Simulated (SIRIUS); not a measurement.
# TaN (P1) in SIRIUS: single point with PBE

Aim: the single point of TaN with PBE.

Program: SIRIUS 7.10.0. These are calculated values, not measurements. Logs are shortened: lines on timing, memory, paths and dates and some standing lists are left out, and cuts for length are marked. The log counts tension as positive stress, the text compression.

## 1. The cell of the first run

The typed cell holds 2 atoms: a = 2.732 Å, b = 2.732 Å, c = 2.732 Å, α = 90.00°, β = 90.00°, γ = 90.00°.

The cell comes from a database or a generator and needn't be the stable form of this composition.

## 2. Single point, PBE (atoms moved at random, drawn with an rms of 0.05 Å)

Input file sirius.json:

```json
{
  "control": {
    "processing_unit": "cpu",
    "verbosity": 2,
    "num_bands_to_print": 16,
    "print_forces": true,
    "print_stress": true
  },
  "parameters": {
    "electronic_structure_method": "pseudopotential",
    "xc_functionals": ["XC_GGA_X_PBE", "XC_GGA_C_PBE"],
    "gk_cutoff": 9.2,
    "pw_cutoff": 18.4,
    "ngridk": [10, 10, 10],
    "shiftk": [0, 0, 0],
    "smearing": "fermi_dirac",
    "smearing_width": 0.0018374661,
    "num_bands": 16,
    "num_mag_dims": 0,
    "num_dft_iter": 100,
    "energy_tol": 1e-08,
    "density_tol": 1e-06
  },
  "iterative_solver": {
    "type": "davidson",
    "min_tolerance": 1e-09,
    "tolerance_scale": [0.1, 0.25]
  },
  "mixer": {
    "type": "anderson",
    "beta": 0.7,
    "max_history": 8
  },
  "settings": {
    "tol_ne": 1e-10,
    "pseudo_grid_cutoff": 6.5
  },
  "unit_cell": {
    "lattice_vectors": [
      [1.0, 0.0, 0.0],
      [0.0, 1.0, 0.0],
      [0.0, 0.0, 1.0]
    ],
    "lattice_vectors_scale": 5.1633132223,
    "atom_coordinate_units": "lattice",
    "atom_types": ["Ta", "N"],
    "atom_files": {
      "Ta": "Ta.json",
      "N": "N.json"
    },
    "atoms": {
      "Ta": [
        [0.012046, 0.002566, -0.003426]
      ],
      "N": [
        [0.484829, 0.50212, 0.50034]
      ]
    }
  }
}
```

Potentials or basis: PseudoDojo 0.4.1 PBE standard (scalar relativistic).

The run is started by

```sh
$ upf_to_json Ta.upf
$ upf_to_json N.upf
$ OMP_NUM_THREADS=1 sirius.scf --input=sirius.json --output=out.json --task=0
```

What it wrote:

```text
[info] SIRIUS version : 7.10.0
[info] number of MPI ranks           : 1
[info] MPI grid                      : 1 1
[info] maximum number of OMP threads : 1
[fft] FFT context for density and potential
[fft] =====================================
[fft]   comm size                             : 1
[fft]   plane wave cutoff                     : 18.4
[fft]   grid size                             : 36 36 36   total : 46656
[fft]   grid limits                           : -17 18   -17 18   -17 18
[fft]   number of G-vectors within the cutoff : 7206
[fft]   local number of G-vectors             : 7206
[fft]   number of G-shells                    : 421
[fft] FFT context for coarse grid
[fft] =====================================
[fft]   comm size                             : 1
[fft]   plane wave cutoff                     : 18.4
[fft]   grid size                             : 36 36 36   total : 46656
[fft]   grid limits                           : -17 18   -17 18   -17 18
[fft]   number of G-vectors within the cutoff : 7206
[fft]   local number of G-vectors             : 7206
[fft]   number of G-shells                    : 421
[unit cell] lattice vectors
[unit cell]   a1 :       5.1633132223      0.0000000000      0.0000000000
[unit cell]   a2 :       0.0000000000      5.1633132223      0.0000000000
[unit cell]   a3 :       0.0000000000      0.0000000000      5.1633132223
[unit cell] reciprocal lattice vectors
[unit cell]   b1 :       1.2168902092      0.0000000000      0.0000000000
[unit cell]   b2 :       0.0000000000      1.2168902092      0.0000000000
[unit cell]   b3 :       0.0000000000      0.0000000000      1.2168902092
[unit cell] unit cell volume :       137.65291556 [a.u.^3]
[unit cell] 1/sqrt(omega)    :         0.08523291
[unit cell] MT volume        :         0.00000000 ( 0.00%)
[unit cell] IT volume        :       137.65291556 (100.00%)
[unit cell] number of atom types : 2
[unit cell] type id : 0 symbol : Ta mt_radius :  14.490000 num_atoms : 1
[unit cell] type id : 1 symbol :  N mt_radius :  10.570000 num_atoms : 1
[unit cell] total number of atoms : 2
[unit cell] number of symmetry classes : 2
[unit cell] number of PAW atoms : 0
[unit cell] atom id  type id  class id             position                      vector_field
[unit cell] ------------------------------------------------------------------------------------------
[unit cell]      0        0        0      0.01205   0.00257  -0.00343      0.00000   0.00000   0.00000
[unit cell]      1        1        1      0.48483   0.50212   0.50034      0.00000   0.00000   0.00000
[unit cell] atom id         position (Cartesian, a.u.)
[unit cell] ---------------------------------------------
[unit cell]      0       0.062197    0.013249   -0.017690
[unit cell]      1       2.503324    2.592603    2.583412
[unit cell] class id : 0 atom id : 0
[unit cell] class id : 1 atom id : 1
[unit cell] minimum bond length:     4.379166
[unit cell] total number of pseudo wave-functions: 14
[sym] space group number   : 1
[... 327 lines left out ...]
[find] Total energy                   :     -75.50427601 (Ha),    -151.00855201 (Ry)
[find] Free energy (E-TS)             :     -75.50428173 (Ha),    -151.00856345 (Ry)
[find] band gap (eV)                  :       0.00000000
[find] Efermi                         :       0.81005865
[find] iteration : 11, RMS : 1.471469527176e-07, energy difference : -2.521005626477e-11
[find] Hartree energy of density residual : 1.040483331232e-12
[find] bands are converged : true
[find] iterative solver converged : true
[find] converged after 12 SCF iterations!
[find] Charges and magnetic moments
[find] --------------------------------------------------------------------------------
[find] total charge          : 18.000000
[find] Energy
[find] --------------------------------------------------------------------------------
[find] valence_eval_sum               :      -1.06697621
[find] <rho|V^{XC}>                   :     -13.69824055
[find] <rho|E^{XC}>                   :     -17.93841273
[find] <mag|B^{XC}>                   :       0.00000000
[find] <rho|V^{H}>                    :      13.63801742
[find] one-electron contribution      :      -1.00675309 (Ha),      -2.01350618 (Ry)
[find] hartree contribution           :       6.81900871
[find] xc contribution                :     -17.93841273
[find] ewald contribution             :     -63.37812288
[find] PAW contribution               :       0.00000000
[find] smearing (-TS)                 :      -0.00000572
[find] SCF correction                 :       0.00000398
[find] Total energy                   :     -75.50427601 (Ha),    -151.00855201 (Ry)
[find] Free energy (E-TS)             :     -75.50428173 (Ha),    -151.00856345 (Ry)
[find] band gap (eV)                  :       0.00000000
[find] Efermi                         :       0.81005865
[ground_state] === stress tensor components [kbar] ===
[ground_state] === stress_kin ===
[ground_state] -34704.016042   -0.556358    4.697684
[ground_state]    -0.556358-34688.259508    0.077063
[ground_state]     4.697684    0.077063-34688.558595
[ground_state] === stress_har ===
[ground_state] -4778.981615   -0.616194    5.202186
[ground_state]    -0.616194-4898.894126    0.086056
[ground_state]     5.202186    0.086056-4896.616605
[ground_state] === stress_ewald ===
[ground_state] 45324.103724   -1.911750   16.137763
[ground_state]    -1.91175045065.566553    0.268749
[ground_state]    16.137763    0.26874945070.483239
[ground_state] === stress_vloc ===
[ground_state] -2745.105006    2.710886  -22.885376
[ground_state]     2.710886-2373.172119   -0.379542
[ground_state]   -22.885376   -0.379542-2380.243590
[ground_state] === stress_xc ===
[ground_state] -8706.478623   -0.010517    0.088797
[ground_state]    -0.010517-8706.869625    0.001465
[ground_state]     0.088797    0.001465-8706.862139
[ground_state] === stress_core ===
[ground_state] 17774.021576    0.011934   -0.100762
[ground_state]     0.01193417774.247501   -0.001654
[ground_state]    -0.100762   -0.00165417774.243133
[ground_state] === stress_nonloc ===
[ground_state] -12233.297134    0.010843   -0.091516
[ground_state]     0.010843-12236.724900   -0.001527
[ground_state]    -0.091516   -0.001527-12236.660883
[ground_state] === stress_us_nl ===
[ground_state] -12233.297134    0.010843   -0.091516
[ground_state]     0.010843-12236.724900   -0.001527
[ground_state]    -0.091516   -0.001527-12236.660883
[ground_state] === stress_total ===
[ground_state]   -69.753120   -0.361156    3.048778
[ground_state]    -0.361156  -64.106223    0.050609
[ground_state]     3.048778    0.050609  -64.215439
[ground_state] ==== total Forces in Ha/bohr =====
[ground_state] atom:    0, force:      -0.0064000     -0.0001086      0.0009164
[ground_state] atom:    1, force:       0.0063993      0.0001085     -0.0009163
[ground_state] ==== ultrasoft contribution from Qij =====
[ground_state] atom:    0, force:       0.0000000      0.0000000      0.0000000
[ground_state] atom:    1, force:       0.0000000      0.0000000      0.0000000
[ground_state] ==== non-local contribution from Beta-projector =====
[ground_state] atom:    0, force:       0.0010483      0.0000161     -0.0001362
[ground_state] atom:    1, force:      -0.0131761     -0.0002149      0.0018141
[ground_state] ==== contribution from local potential =====
[ground_state] atom:    0, force:       0.2723999      0.0045115     -0.0380871
[ground_state] atom:    1, force:      -0.2571864     -0.0042616      0.0359775
[ground_state] ==== contribution from core density =====
[ground_state] atom:    0, force:      -0.0030710     -0.0000507      0.0004281
[ground_state] atom:    1, force:      -0.0000146     -0.0000004      0.0000036
[ground_state] ==== Ewald forces from ions =====
[ground_state] atom:    0, force:      -0.2767765     -0.0045855      0.0387115
[ground_state] atom:    1, force:       0.2767765      0.0045855     -0.0387115
[~DFT_ground_state] local op. applied: 223144
[~DFT_ground_state] evp. work count: 56734.7
[~DFT_ground_state] number of iterative solver steps: 16440
```

It took 5.2 min on 1 thread of Arm Neoverse V1, shared host; peak memory 1.9 GiB.

Results:

```yaml
Free_energy: -2054.5762 eV
Pressure: 6.6 GPa
Largest_force: 0.333 eV/Å
Band_gap_on_the_k_mesh: none (metal or under the smearing width)
```

Forces in eV/Å, atoms in the order of the input:
```
Ta  -0.329 -0.006  0.047
N    0.329  0.006 -0.047
```
